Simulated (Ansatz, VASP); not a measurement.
BaTiO3: VASP beside Ansatz

Contents of POSCAR:

```
BaTiO3
1.0
    2.8482561214      1.6444414384      2.3355603327
   -2.8482561214      1.6444414384      2.3355603327
    0.0000000000     -3.2888828768      2.3355603327
Ba Ti O
1 1 3
Direct
    0.0001460400      0.0001460400      0.0001460400
    0.5133377100      0.5133377100      0.5133377100
    0.4889503100      0.9797166300      0.4889503100
    0.4889503100      0.4889503100      0.9797166300
    0.9797166300      0.4889503100      0.4889503100
```

Contents of INCAR.step1:

```
SYSTEM = BaTiO3
PREC = Accurate ; ENCUT = 520
ISMEAR = -1 ; SIGMA = 0.01
LREAL = .False. ; LASPH = .True.
NELM = 100 ; NBANDS = 28
GGA = PE ; ALGO = Normal
EDIFF = 1E-4 ; LWAVE = .True.
LCHARG = .False.
```

INCAR.step2

```
SYSTEM = BaTiO3
PREC = Accurate ; ENCUT = 520
EDIFF = 1E-8 ; ISMEAR = -1
SIGMA = 0.01 ; LREAL = .False.
LASPH = .True. ; NELM = 100
ALGO = Normal ; ISIF = 2
LWAVE = .False. ; LCHARG = .False.
METAGGA = R2SCAN ; LMIXTAU = .True.
LEFG = .True. ; NBANDS = 28
ISTART = 1
```

KPOINTS

```
regular mesh
0
Gamma
  6 6 6
  0 0 0
```

Input for Ansatz:

```yaml
crystal:
  lattice:
    - [2.8482561214, 1.6444414384, 2.3355603327]
    - [-2.8482561214, 1.6444414384, 2.3355603327]
    - [0.0, -3.2888828768, 2.3355603327]
  atoms:
    - { symbol: Ba, position: [0.00014604, 0.00014604, 0.00014604] }
    - { symbol: Ti, position: [0.51333771, 0.51333771, 0.51333771] }
    - { symbol: O, position: [0.48895031, 0.97971663, 0.48895031] }
    - { symbol: O, position: [0.48895031, 0.48895031, 0.97971663] }
    - { symbol: O, position: [0.97971663, 0.48895031, 0.48895031] }
kpoints:
  mp_grid: { grid: [6, 6, 6] }
  band_path:
    path:
      - [0.0, 0.0, 0.0]
      - [0.5, 0.5, 0.5]
      - [0.5028394821, 0.4971605179, 0.5]
      - [0.5, -0.4971605179, 0.4971605179]
      - [0.5, 0.0, 0.0]
      - [0.0, 0.0, 0.0]
      - [0.498580259, -0.498580259, 0.0]
      - [0.501419741, 0.0, 0.498580259]
      - [0.5, 0.0, 0.5]
    npoints: 8
scf:
  occupations: { method: fermi_dirac, width: 0.01 }
hamiltonian:
  xc: r2scan
  pseudopotentials: { kind: all_electron, datasets: crystal }
output:
  forces: true
  stress: true
  eigenvalues: true
  efg: { contact_densities: true }
```

Alike in both runs: task electric field gradients; functional r2SCAN; k mesh 6 × 6 × 6; occupations fermi-dirac, width 0.01 eV; no spin polarisation.

|  | VASP | Ansatz |
| --- | --- | --- |
| version | VASP 6.6.1 | Ansatz 0.2.0 |
| potentials or method | VASP PAW PBE potentials, release 64 (Ba_sv, Ti_sv, O) | all-electron PAW with datasets made for the crystal, scalar-relativistic |
| plane-wave cutoff (eV) | 520 | see its input |

|  | VASP | Ansatz | Ansatz less VASP |
| --- | --- | --- | --- |
| gap on the k mesh at the Fermi level (eV) | 2.73 | 2.75 | +0.014 |
| pressure (GPa) | 0.1 | -1.8 | -1.92 |
| largest component of the traceless stress (GPa) | 0.04 | 0.13 | +0.090 |
| rms of the force components (eV/Å) | 0.009 | 0.070 | +0.0616 |
| Vzz of the field gradient on the site that differs most (V/Å²) | 25.9 | 25.6 | -0.29 |

Atom by atom the forces differ by 0.062 eV/Å (rms over components). Ansatz ran all-electron here, so the differences hold the error of VASP's frozen core and of both bases. Ansatz warned: «gradients_without_spin_orbit».

Caveats: the PAW data sets were made with another functional, which shifts forces and pressure a little (VASP); spin-orbit coupling is left out, which moves the levels of the heavy elements. A k mesh can miss the band edges. r2SCAN opens gaps a little over a GGA but as a rule still falls short of measured ones.
